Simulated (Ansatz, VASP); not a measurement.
One calculation of SiC, two programs

```xyz
4
Lattice="3.0753 0.0000 0.0000 -1.5377 2.6633 0.0000 0.0000 0.0000 5.0482" Properties=species:S:1:pos:R:3 pbc="T T T"
Si    0.0000    1.7755    0.0232
Si    1.5377    0.8878    2.5473
C     0.0000    1.7755    1.9203
C     1.5377    0.8878    4.4445
```

Change from the starting cell: unstrained.

Alike in both runs: task single point; functional r2SCAN; k mesh 8 × 8 × 6; no spin polarisation.

```csv
,VASP,Ansatz
version,VASP 6.6.1,Ansatz 0.2.0
potentials or method,"VASP PAW PBE potentials, release 64 (Si, C)","PAW with Ansatz's default frozen-core files, scalar-relativistic"
plane-wave cutoff (eV),520,500
occupations,"gaussian, width 0.01 eV",fixed
valence electrons in the cell,16,16
```

VASP gave:

```
gap on the k mesh at the Fermi level (eV) : 2.92
pressure (GPa)                            : -0.2
```

**Question.** Which values does Ansatz return?

**Answer.** gap on the k mesh at the Fermi level (eV): 2.91; pressure (GPa): 0.0.

Caveats: the PAW data sets were made with another functional, which shifts forces and pressure a little (VASP). A k mesh can miss the band edges.
